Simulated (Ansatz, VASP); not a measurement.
**MgO in VASP and in Ansatz**

Contents of POSCAR:

```
MgO
1.0
    0.0000000000      2.1021086855      2.1021086855
    2.1021086855      0.0000000000      2.1021086855
    2.1021086855      2.1021086855      0.0000000000
Mg O
1 1
Direct
    0.0000000000      0.0000000000      0.0000000000
    0.5000000000      0.5000000000      0.5000000000
```

Contents of INCAR.step1:

```
SYSTEM = MgO
ALGO     = Normal         ! electronic algorithm
EDIFF    = 1E-4           ! SCF threshold, eV
ENCUT    = 520            ! plane-wave cutoff, eV
GGA      = PE             ! functional
ISMEAR   = 0              ! smearing method
LASPH    = .TRUE.         ! aspherical terms in the spheres
LCHARG   = .FALSE.        ! write CHGCAR
LREAL    = .FALSE.        ! projectors in reciprocal space
LWAVE    = .TRUE.         ! write WAVECAR
NBANDS   = 11             ! bands
NELM     = 80             ! most SCF steps
PREC     = Accurate       ! precision mode
SIGMA    = 0.02           ! smearing width, eV
```

The input INCAR.step2:

```
SYSTEM = MgO
ALGO     = Normal         ! electronic algorithm
EDIFF    = 1E-7           ! SCF threshold, eV
ENCUT    = 520            ! plane-wave cutoff, eV
ISIF     = 2              ! what is computed and relaxed
ISMEAR   = 0              ! smearing method
ISTART   = 1            
LASPH    = .TRUE.         ! aspherical terms in the spheres
LCHARG   = .FALSE.        ! write CHGCAR
LMIXTAU  = .TRUE.       
LREAL    = .FALSE.        ! projectors in reciprocal space
LWAVE    = .FALSE.        ! write WAVECAR
METAGGA  = R2SCAN         ! meta-GGA
NBANDS   = 11             ! bands
NELM     = 80             ! most SCF steps
PREC     = Accurate       ! precision mode
SIGMA    = 0.02           ! smearing width, eV
```

KPOINTS

```
k-points
0
G
  10 10 10
  0 0 0
```

Input for Ansatz:

```yaml
crystal:
  lattice:
    - [0.0, 2.102108666, 2.102108666]
    - [2.102108666, 0.0, 2.102108666]
    - [2.102108666, 2.102108666, 0.0]
  atoms:
    - { symbol: Mg, position: [0.0, 0.0, 0.0] }
    - { symbol: O, position: [0.5, 0.5, 0.5] }
basis:
  ecutwfc: 500
kpoints:
  mp_grid: { grid: [10, 10, 10] }
  band_path: { path: [VBM, CBM], npoints: 2 }
hamiltonian:
  xc: r2scan
scf:
  occupations: { method: gaussian, width: 0.02 }
output:
  forces: true
  stress: true
  eigenvalues: true
```

Alike in both runs: task single point; functional r2SCAN; k mesh 10 × 10 × 10; occupations gaussian, width 0.02 eV; no spin polarisation.

|  | VASP | Ansatz |
| --- | --- | --- |
| version | VASP 6.6.1 | Ansatz 0.2.0 |
| potentials or method | VASP PAW PBE potentials, release 64 (Mg, O) | scalar-relativistic, plane waves, PAW |
| plane-wave cutoff (eV) | 520 | 500 |
| valence electrons in the cell | 8 | 16 |

|  | VASP | Ansatz | Ansatz less VASP |
| --- | --- | --- | --- |
| gap on the k mesh at the Fermi level (eV) | 5.66 | 5.69 | +0.025 |
| least direct gap on the mesh (eV) | 5.66 | 5.69 | +0.025 |
| pressure (GPa) | -1.1 | 0.0 | +1.15 |

With one functional, cell and mesh, what is left measures potentials, basis and numerics. The two sets of potentials don't hold the same shells in valence.

Caveats: the PAW data sets were made with another functional, which shifts forces and pressure a little (VASP). r2SCAN opens gaps a little over a GGA but as a rule still falls short of measured ones.
